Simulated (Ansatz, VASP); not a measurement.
# ZnCu (ZnCu in the L11 ordering): VASP beside Ansatz

Aim: how closely do two programs agree when they are given the same cell, functional and k mesh? The cell is generated by rule, not measured, and may not be a known phase. The cell is taken from a series of runs on this material, whose earlier steps may have relaxed, scaled, displaced or heated it; both programs get it as it stands.

Main program and level: Ansatz 0.2.0; plane waves, with VASP 6.6.1 beside it; relaxation of cell and atoms at PBEsol and zone-centre phonons at PBEsol.

The structure was built from a prototype and need not be the compound's stable phase.

## Step 1: Set-up

The structure is trigonal, space group R-3m (No. 166). The conventional cell has a = 2.621 Å, b = 2.621 Å, c = 12.463 Å, α = 90.00°, β = 90.00°, γ = 120.00°. Nearest to Cu lie 6 Zn at 2.57 Å and 6 Cu at 2.62 Å. Zn has 6 Cu at 2.57 Å and 6 Zn at 2.62 Å nearest. Farther neighbours are not listed.

## Step 2: Ansatz: relaxation of cell and atoms, PBEsol, pair 1

Ansatz runs on its default PAW (the set named soft_2) files.

The relaxed volume is the usual yardstick between codes: in a stiff, nearly cubic crystal its relative difference is about their pressure difference at one cell divided by the bulk modulus.

The input, input.yaml:

```yaml
crystal:
  lattice:
    - [3.6341877094, 1.780594702, 1.780594702]
    - [1.780594702, 3.6341877094, 1.780594702]
    - [1.780594702, 1.780594702, 3.6341877094]
  atoms:
    - { symbol: Cu, position: [0.0, 0.0, 0.0] }
    - { symbol: Zn, position: [0.5, 0.5, 0.5] }
kpoints:
  mp_grid: { grid: [15, 15, 15] }
hamiltonian:
  xc: pbesol
scf:
  occupations: { method: methfessel_paxton, width: 0.2 }
output:
  forces: true
  stress: true
  eigenvalues: true
relax:
  adjacent_minimum: "off"
  f_tol: 0.001
  max_steps: 60
  cell: { stress_tol: 0.01 }
```

Launch:

```bash
$ ansatz run input.yaml --threads 4 --pin off --max-ram 8192MiB --backend cpu --events-out ev --progress --plain --runs-dir out
```

Numbers of over 12 decimals in the logs are rounded to 6 here.

Log:

```text
basis.fft_grid_basis auto: the FFT boxes are laid along the combinations [[1, 0, -1], [0, 1, -1], [0, 0, 1]] of the cell's own vectors, 2.621, 2.621 and 4.421 Å long. The dense box has 18×18×30 points. Along the cell's own vectors, as sized, it would have 30×30×30, 2.78 times as many. Of the 12 symmetry operations that the crystal satisfies within crystal.symmetry.tolerance (time reversal apart; of a slab, those that [...]
Engine: ansatz 0.2.0, aarch64-unknown-linux-gnu
Pseudopotentials: kind: paw
Pseudopotential: Cu, paw, valence charge 19, recommended cutoff 420 eV (normal), Cu.paw.azcp
Pseudopotential: Zn, paw, valence charge 12, recommended cutoff 420 eV (normal), Zn.paw.azcp
Functional definition: PBEsol
  exchange = pbesol_x
  correlation = pbesol_c
Crystal: 2 atoms, lattice volume = 24.722 Å³
Basis set: ecut = 420 eV, 499 PW (Γ), FFT grids on a1−a3, a2−a3, a3, exchange–correlation on 36×36×60 points (8 copies of the dense FFT grid, shifted against one another)
Bands: 20, of which v1, the nominal top of the filled ones, is band 16 counted from 1 (15 counted from 0)
Symmetry: 12 space group operations
Space group: R-3m (ITA 166), of the structure as read, at distance tolerance 2.9e-5 Å
k-points: 344 of 3375
Non-local potential: Cu, projectors of the file, l = 0: 3, l = 1: 2, l = 2: 3, l = 3: 1
Non-local potential: Zn, projectors of the file, l = 0: 2, l = 1: 2, l = 2: 3, l = 3: 1
PAW form: soft (Blöchl's): semilocal exchange-correlation on the pseudo side does not see the compensation charge
PAW frozen core: Cu, regenerated for the run's functional, and the local potential with it (the file was generated under x = pbe(κ = 0.804, μ = 0.219515), c = pbe(β = 0.066725))
PAW frozen core: Zn, regenerated for the run's functional, and the local potential with it (the file was generated under x = pbe(κ = 0.804, μ = 0.219515), c = pbe(β = 0.066725))
PAW one-centre angular grid: Cu, 590 points (default); XC on 64 Gauss nodes
PAW one-centre angular grid: Zn, 590 points (default); XC on 64 Gauss nodes
Initial density: superposition of atomic densities (neutral atoms: chi_scale 0, normalization atom), corrected by the library's trained network
Initial wavefunctions: pseudopotential atomic-orbital guess
Functional: x = pbesol(κ = 0.804, μ = 0.123457), c = pbesol(β = 0.046)
SCF iter   1: F=—  HF=-9869.819258 eV  |F-HF|=—  |Δ(HF+E_count)|=         —  Δρ=1.37e-2  dr2=2.53e-2  ethr=1.77e-3  ⟨swp⟩=4.9  Hψ=28593  notcnv=0
preconditioner: auto → none  [metal: Δε(μ)=0.006 eV  Ē_g=13.016 eV  σ=0.200 eV  W_gap=0.02  n_scr=8 (ndim 8)  ℏωp=35.8 eV  f_vac=0.000  D(μ)=0.50/eV (n_scr^D=2)  sad-step TF]
SCF iter   2: F=—  HF=-9869.814458 eV  |F-HF|=—  |Δ(HF+E_count)|=   4.80e-3  S|Δr|=    0.00e0  Δρ=2.47e-3  dr2=1.05e-3  ethr=8.15e-5  ⟨swp⟩=2.2  Hψ=12282  notcnv=0
SCF iter   3: F=—  HF=-9869.814198 eV  |F-HF|=—  |Δ(HF+E_count)|=   2.60e-4  S|Δr|=    0.00e0  Δρ=1.04e-3  dr2=1.46e-4  ethr=3.37e-6  ⟨swp⟩=1.3  Hψ=7671  notcnv=0
SCF iter   4: F=—  HF=-9869.814158 eV  |F-HF|=—  |Δ(HF+E_count)|=   4.02e-5  S|Δr|=    0.00e0  Δρ=1.02e-4  dr2=1.64e-6  ethr=4.72e-7  ⟨swp⟩=2.3  Hψ=10227  notcnv=0
SCF iter   5: F=—  HF=-9869.814148 eV  |F-HF|=—  |Δ(HF+E_count)|=   1.01e-5  S|Δr|=    0.00e0  Δρ=3.03e-5  dr2=8.73e-8  ethr=3.23e-10  ⟨swp⟩=7.1  Hψ=36871  notcnv=0
SCF iter   6: F=-9869.814148 eV  HF=-9869.814148 eV  |F-HF|=9.24e-8  |Δ(HF+E_count)|=   1.20e-7  S|Δr|=    0.00e0  Δρ=1.94e-5  dr2=4.91e-8  ethr=2.82e-10  ⟨swp⟩=3.1  Hψ=27656  notcnv=0
SCF 1 converged in 6 iterations: F = -9869.814148 eV  dr2 = 4.91e-8
  greatest PAW one-centre occupation: 1.000 electrons in one spin orbital (limit 2), on the Cu atom at site 0 (counted from 0), in its partial waves of l = 0
relax step   1: F+E_penalty+E_count = -9869.81414791 eV  Δ(F+E_penalty+E_count) = +0.000e0 eV  max|allowed force component| = 8.415e-30 eV/Å  Δτ_max = 0.0000 Å  P = -0.008 GPa  Ω = 24.722 Å³  (6 SCF iters, dr2 threshold 1.00e-7 eV, accepted)
[...]
relax step   2: F+E_penalty+E_count = -9869.81414883 eV  Δ(F+E_penalty+E_count) = -9.227e-7 eV  max|allowed force component| = 7.783e-29 eV/Å  Δτ_max = 0.0000 Å  P = -0.004 GPa  Ω = 24.721 Å³  energy of the carried Pulay correction = +6.464e-7 eV  (3 SCF iters, dr2 threshold 7.94e-10 eV, accepted)
[...]
relax step   3: F+E_penalty+E_count = -9869.81414826 eV  Δ(F+E_penalty+E_count) = +5.689e-7 eV  max|allowed force component| = 6.837e-29 eV/Å  Δτ_max = 0.0000 Å  P = -0.004 GPa  Ω = 24.721 Å³  stress off target by 9.12e-3 GPa  SCF on the basis re-selected at this cell (its energy is not comparable with the rows above)  (5 SCF iters)
basis re-selected at this cell: Δ(F+E_penalty+E_count) = +5.689e-7 eV, ΔP = +0.000 GPa vs the last step (what re-selecting the basis moved, of the pressure what is left beyond the Pulay correction that the steps carried, after the strain that the cell walked since its last selection, with what the two solves' SCF thresholds leave and, on support functions, any second-order correction that the steps lacked; it is no m [...]
SCF converged after 5 iterations
Stability not checked: this state was not tested for a lower state beside it, because cold or Methfessel-Paxton smearing, or corrected tetrahedra, fill the levels in a way that the test cannot read (fill_not_monotonic; see scf.lower_state_search)
Free energy (F): -9869.814148 eV
Harris-Foulkes:  -9869.814148 eV  (|F-HF|=0.00e0)
Internal energy: -9869.814532 eV  (E = F + TS)
E sigma→0 (E₀):  -9869.814244 eV
Entropy (-TS):   0.000383 eV (0.192 meV/atom)
Fermi energy:    14.972200 eV
--- Per-component energies (eV) ---
  E_band       = -304.032242
  E_kinetic    = 432.765203
  E_local      = -5783.072561  (includes V_loc(G=0)·N_el)
  E_nonlocal   = 1002.949780
  E_hartree    = 2526.469902
  E_xc         = -226.476010
  E_vxc        = -170.178748  (∫ρ·V_xc dr)
  E_paw        = -3413.550078  (= ΣΔE_a)
  E_vpaw       = -839.435642  (= ΣTr[D̂ρ^β])
  E_aug_tail   = -0.000112  (compensation charges beyond the density's cutoff)
  E_ewald      = -4409.904212
  E_core_change = 1.003557  (= ΣΔE_core)
  E_smearing   = 0.000383  (= −TS)
  E_closure    = -0.000000  (closes the sum)
  Σ components = -9869.814148   (vs F -9869.814148, Δ=0.00e0)
--- Forces (eV/Å), atoms counted from 1 ---
  atom   1  Cu    -0.00000000     0.00000000     0.00000000
  atom   2  Zn     0.00000000    -0.00000000     0.00000000
  max |Σ_I F_I| component: 1.33e-28 eV/Å
--- Stress (GPa, compression-positive) ---
       -0.003610       0.005509       0.005509
        0.005509      -0.003610       0.005509
        0.005509       0.005509      -0.003610
  P = ⅓ Tr σ = -0.0036 GPa (-0.036 kbar)
--- Band table (eV; the first three rows and the last of 344) ---
  k-point 0: bands = [... 12 lower, 11.8511, 12.4615, 12.4615, 12.7661, 16.8296, 33.4806, 33.4806, 34.0224]
  k-point 1: bands = [... 12 lower, 11.8948, 12.0865, 12.4482, 13.2841, 16.9206, 31.5374, 32.7575, 33.6280]
  k-point 2: bands = [... 12 lower, 11.7962, 12.0205, 12.4102, 14.0234, 17.2271, 28.4079, 31.4936, 32.1831]
  k-point 343: bands = [... 12 lower, 11.7748, 11.8500, 12.3934, 12.3959, 25.6972, 26.3872, 31.2810, 32.4829]
--- Relaxed structure (2 steps of the walk, 2 accepted, 1 SCFs on fresh bases) ---
  F+E_penalty+E_count = -9869.81414826 eV   max|allowed force component| = 6.837e-29 eV/Å   (the final SCF, on the basis selected at the relaxed cell)
  cell:  # Å, volume = 24.7209 Å³
    - [3.634224, 1.780701, 1.780701]
    - [1.780701, 3.634224, 1.780701]
    - [1.780701, 1.780701, 3.634224]
  atoms:
    - { symbol: Cu, position: [0.0, 0.0, 0.0] }
    - { symbol: Zn, position: [0.500000, 0.500000, 0.500000] }
```

Reading the cycles: dr2 is the Hartree energy of the density residual (eV), the measure of convergence; HF is the Harris–Foulkes estimate of the energy, which meets the free energy F at convergence.

## Step 3: VASP: relaxation of cell and atoms, PBEsol, pair 1

The same cell, functional, mesh and smearing now go to VASP, with its own data sets.

Lines of VASP's logs that name or quote its potential files are left out, and so is its time.

The input, INCAR:

```
SYSTEM = ZnCu
PREC = Accurate
ENCUT = 600
EDIFF = 1E-07
NELM = 120
ISMEAR = 1
SIGMA = 0.2
LREAL = .FALSE.
ALGO = Normal
GGA = PS
NBANDS = 17
LASPH = .TRUE.
LORBIT = 11
LWAVE = .FALSE.
LCHARG = .FALSE.
ISIF = 3
IBRION = 2
NSW = 80
EDIFFG = -0.005
GGA_COMPAT = .FALSE.
NELMIN = 4
KPAR = 2
```

The input, POSCAR:

```
ZnCu
1.0
    3.6341880000      1.7805950000      1.7805950000
    1.7805950000      3.6341880000      1.7805950000
    1.7805950000      1.7805950000      3.6341880000
Cu Zn
1 1
Direct
    0.0000000000      0.0000000000      0.0000000000
    0.5000000000      0.5000000000      0.5000000000
```

The input, KPOINTS:

```
Automatic mesh
0
Gamma
15 15 15
0 0 0
```

Potentials, in the order of the species: Cu and Zn (PBE family, release 64).

Launch:

```bash
$ mpirun -np 2 vasp_std
```

Log:

```text
[banner, memory and clock lines left out]
running    2 mpi-ranks, on    1 nodes
 distrk:  each k-point on    1 cores,    2 groups
 distr:  one band on    1 cores,    1 groups

 POSCAR found type information on POSCAR CuZn
 POSCAR found :  2 types and       2 ions
|                                                                             |
|               ----> ADVICE to this user running VASP <----                  |
|                                                                             |
|     You enforced a specific xc type in the INCAR file but a different       |
|     [... a line on the potential file left out ...]
|     I HOPE YOU KNOW WHAT YOU ARE DOING!                                     |
|                                                                             |

 LDA part: xc-table for (Slater+PW92), standard interpolation
 POSCAR, INCAR and KPOINTS ok, starting setup
 FFT: planning ... GRIDC
 FFT: planning ... GRID_SOFT
 FFT: planning ... GRID
 WAVECAR not read
 entering main loop
       N       E                     dE             d eps       ncg     rms          rms(c)
DAV:   1     0.117791467487E+03    0.11779E+03   -0.12520E+04 12312   0.250E+03
DAV:   2    -0.296147230134E+01   -0.12075E+03   -0.11623E+03 11774   0.323E+02
DAV:   3    -0.733105131987E+01   -0.43696E+01   -0.43319E+01 13866   0.791E+01
DAV:   4    -0.736302400467E+01   -0.31973E-01   -0.31962E-01 13776   0.608E+00
DAV:   5    -0.736346257240E+01   -0.43857E-03   -0.43855E-03 14236   0.733E-01    0.105E+01
DAV:   6    -0.720135861883E+01    0.16210E+00   -0.21233E+01 12162   0.105E+02    0.664E+00
DAV:   7    -0.604092642423E+01    0.11604E+01   -0.42791E+00 14310   0.104E+02    0.234E+00
DAV:   8    -0.603674364767E+01    0.41828E-02   -0.19747E-01 17489   0.637E+00    0.133E+00
DAV:   9    -0.602592018463E+01    0.10823E-01   -0.21869E-02 13726   0.300E+00    0.102E-01
DAV:  10    -0.602578698554E+01    0.13320E-03   -0.85523E-04 17306   0.442E-01    0.395E-02
DAV:  11    -0.602577916647E+01    0.78191E-05   -0.76727E-05 17936   0.244E-01    0.757E-03
DAV:  12    -0.602577952380E+01   -0.35733E-06   -0.14920E-05 14756   0.894E-02    0.822E-03
DAV:  13    -0.602577828509E+01    0.12387E-05   -0.52708E-06 15151   0.581E-02    0.135E-03
DAV:  14    -0.602577829930E+01   -0.14208E-07   -0.13308E-07  7467   0.686E-03
   1 F= -.60257783E+01 E0= -.60259024E+01  d E =-.602578E+01
 curvature:   0.00 expect dE= 0.000E+00 dE for cont linesearch  0.000E+00
 trial: gam= 0.00000 g(F)=  0.373E-58 g(S)=  0.815E-03 ort = 0.000E+00 (trialstep = 0.100E+01)
 search vector abs. value=  0.815E-03
 bond charge predicted
       N       E                     dE             d eps       ncg     rms          rms(c)
DAV:   1    -0.605065894562E+01   -0.24881E-01   -0.29981E-01 11875   0.127E+01    0.123E+00
DAV:   2    -0.603610504772E+01    0.14554E-01   -0.19452E-01 12005   0.105E+01    0.630E-01
DAV:   3    -0.602765763601E+01    0.84474E-02   -0.59568E-02 12619   0.619E+00    0.340E-01
DAV:   4    -0.602636392535E+01    0.12937E-02   -0.27082E-03 17244   0.134E+00    0.134E-01
DAV:   5    -0.602601601157E+01    0.34791E-03   -0.24344E-04 19447   0.260E-01    0.910E-03
DAV:   6    -0.602601674061E+01   -0.72904E-06   -0.12978E-05 16433   0.637E-02    0.362E-03
DAV:   7    -0.602601783113E+01   -0.10905E-05   -0.31804E-07 12438   0.110E-02    0.498E-04
DAV:   8    -0.602601787013E+01   -0.38998E-07   -0.11893E-07  7363   0.597E-03
   2 F= -.60260179E+01 E0= -.60261526E+01  d E =-.239571E-03
 trial-energy change:   -0.000240  1 .order   -0.000239   -0.000815    0.000336
 step:   0.7079(harm=  0.7079)  dis= 0.00000  next Energy=    -6.026067 (dE=-0.288E-03)
 bond charge predicted
       N       E                     dE             d eps       ncg     rms          rms(c)
DAV:   1    -0.602819331857E+01   -0.21755E-02   -0.25485E-02 11871   0.366E+00    0.364E-01
DAV:   2    -0.602700343305E+01    0.11899E-02   -0.17699E-02 11984   0.315E+00    0.191E-01
DAV:   3    -0.602620174522E+01    0.80169E-03   -0.52391E-03 12598   0.190E+00    0.958E-02
DAV:   4    -0.602610066032E+01    0.10108E-03   -0.21721E-04 17459   0.373E-01    0.386E-02
DAV:   5    -0.602607196636E+01    0.28694E-04   -0.17742E-05 19682   0.695E-02    0.218E-03
DAV:   6    -0.602607185810E+01    0.10826E-06   -0.78118E-07 14874   0.123E-02    0.110E-03
DAV:   7    -0.602607163064E+01    0.22746E-06   -0.18480E-08  6627   0.296E-03    0.128E-04
DAV:   8    -0.602607162612E+01    0.45179E-08   -0.13917E-08  6113   0.207E-03
   3 F= -.60260716E+01 E0= -.60262032E+01  d E =-.293327E-03
 curvature:  -0.35 expect dE=-0.467E-06 dE for cont linesearch -0.157E-08
 trial: gam= 0.00395 g(F)=  0.388E-58 g(S)=  0.132E-05 ort =-0.190E-05 (trialstep = 0.942E+00)
 search vector abs. value=  0.132E-05
 reached required accuracy - stopping structural energy minimisation
```

OUTCAR, selected parts (step 3):

```text
ion  position               nearest neighbor table
   1  0.000  0.000  0.000-   2 2.57   2 2.57   2 2.57   2 2.57   2 2.57   2 2.57
   2  0.500  0.500  0.500-   1 2.57   1 2.57   1 2.57   1 2.57   1 2.57   1 2.57

  LATTYP: Found a trigonal (rhomboedric) cell.
 ALAT       =     4.4213526807
 COS(alpha) =     0.8242406477

 Subroutine GETGRP returns: Found 12 space group operations
 (whereof 12 operations were pure point group operations)

The static configuration has the point symmetry D_3d.

 Found    344 irreducible k-points:

   k-points           NKPTS =    344   k-points in BZ     NKDIM =    344   number of bands    NBANDS=     17

   dimension x,y,z NGX =    36 NGY =   36 NGZ =   36
   dimension x,y,z NGXF=    72 NGYF=   72 NGZF=   72

   ENCUT  =  600.0 eV  44.10 Ry    6.64 a.u.   8.83  8.83  8.83*2*pi/ulx,y,z

   NELECT =      23.0000    total number of electrons

 k-points in reciprocal lattice and weights: Automatic mesh
   0.00000000  0.00000000  0.00000000       0.000
   0.06666667  0.00000000  0.00000000       0.002
   0.13333333 -0.00000000 -0.00000000       0.002
   0.20000000 -0.00000000 -0.00000000       0.002
   0.26666667 -0.00000000 -0.00000000       0.002
   0.33333333 -0.00000000 -0.00000000       0.002
   0.40000000 -0.00000000 -0.00000000       0.002
   0.46666667 -0.00000000 -0.00000000       0.002
   0.06666667  0.06666667  0.00000000       0.002
[...]
0.46666667  0.46666667  0.46666667       0.001
  -0.46666667  0.46666667  0.46666667       0.002

 average (electrostatic) potential at core
       1 -65.6871       2 -34.0259

 E-fermi :   5.6531

 k-point     1 :       0.0000    0.0000    0.0000
  band No.  band energies     occupation
    ...
      8       2.5240      2.00000
      9       2.5240      2.00000
     10       3.1200      2.00000
     11       3.1200      2.00000
     12       3.4872      2.00000
     13       7.4817     -0.00000
     14      24.1816      0.00000
     15      24.1816      0.00000
     16      24.9422      0.00000
     17      26.7790      0.00000

 k-point     2 :       0.0667    0.0000    0.0000
  band No.  band energies     occupation
    ...
      8       2.4829      2.00000
      9       2.5669      2.00000
     10       2.7680      2.00000
     11       3.1071      2.00000
     12       3.9793      2.00000
     13       7.5744     -0.00000
     14      22.2703      0.00000
     15      23.4629      0.00000
     16      24.4675      0.00000
     17      25.5748      0.00000

 k-point     3 :       0.1333   -0.0000   -0.0000
  band No.  band energies     occupation
    ...
      8       2.3222      2.00000
      9       2.4745      2.00000
     10       2.6901      2.00000
     11       3.0702      2.00000
     12       4.7092      2.00000
     13       7.8858     -0.00000
     14      19.1167      0.00000
     15      22.1964      0.00000
     16      22.9221      0.00000
     17      23.9580      0.00000

  Total       -0.0008007     -0.0008007     -0.0008007      0.0029647      0.0029647      0.0029647
  in kB       -0.0516142     -0.0516142     -0.0516142      0.1911018      0.1911018      0.1911018
  external PRESSURE =      -0.0516142 kB  Pullay stress =       0.0000000 kB

  energy-cutoff  :      600.00
  volume of cell :       24.86
      direct lattice vectors                 reciprocal lattice vectors
     3.641312271  1.784698646  1.784698646     0.405304221 -0.133310807 -0.133310807
     1.784698646  3.641312271  1.784698646    -0.133310807  0.405304221 -0.133310807
     1.784698646  1.784698646  3.641312271    -0.133310807 -0.133310807  0.405304221

 POSITION                                       TOTAL-FORCE (eV/Angst)
 -----------------------------------------------------------------------------------
      0.00000      0.00000      0.00000        -0.000000     -0.000000     -0.000000
      3.60535      3.60535      3.60535         0.000000      0.000000      0.000000
 -----------------------------------------------------------------------------------
    total drift:                                0.000000      0.000000      0.000000

  FREE ENERGIE OF THE ION-ELECTRON SYSTEM (eV)
  ---------------------------------------------------
  free  energy   TOTEN  =        -6.0260716261 eV

  energy  without entropy=       -6.0264662823  energy(sigma->0) =       -6.02620318

 reached required accuracy - stopping structural energy minimisation

 total charge
# of ion       s       p       d       tot
------------------------------------------
    1        0.433   0.398   9.170  10.001
    2        0.611   0.550   9.736  10.897
--------------------------------------------------
tot          1.044   0.948  18.906  20.898

[... 3 further parts left out ...]
```

CONTCAR:

```
ZnCu
   1.00000000000000
     3.6413122712825223    1.7846986464619377    1.7846986464619377
     1.7846986464619377    3.6413122712825219    1.7846986464619377
     1.7846986464619377    1.7846986464619377    3.6413122712825219
  Cu              Zn
     1     1
Direct
     0.0000000000000000    0.0000000000000000    0.0000000000000000
     0.5000000000000000    0.5000000000000000    0.5000000000000000
```

The run keeps the 12 symmetry operations of its start, so it cannot find a distortion of lower symmetry.

## Step 4: Differences

Known differences besides the potentials themselves: the data sets hold 31 valence electrons in Ansatz (on its default PAW (the set named soft_2) files) and 23 in VASP; the cutoff is 420 eV in Ansatz and 600 eV in VASP; Ansatz makes its cores anew for this functional, VASP keeps those of its PBE data sets; Ansatz adds a Pulay correction to the stress that steers its cell, VASP none. Total energies have different zeros and are not compared.

Compared:

```tsv
quantity	Ansatz	VASP	difference
volume (Å³)	24.72	24.86	-0.54 %
edge a after relaxation, in the typed setting (Å)	4.421	4.431	-0.20 %
```

[end of part 1 of 2]

[Lines on the potential files, build, host, timing and source positions are cut from VASP's logs without a mark.]

[Logs are printed without paths, hosts, clocks, repeated set-up lines and the standing remarks that a program may print on its own settings, such as how far it seeks lower states.]

[Hosts, paths, dates, database ids (printed as entryN), source tags and the programs' standing remarks are cut or masked in the printed files.]
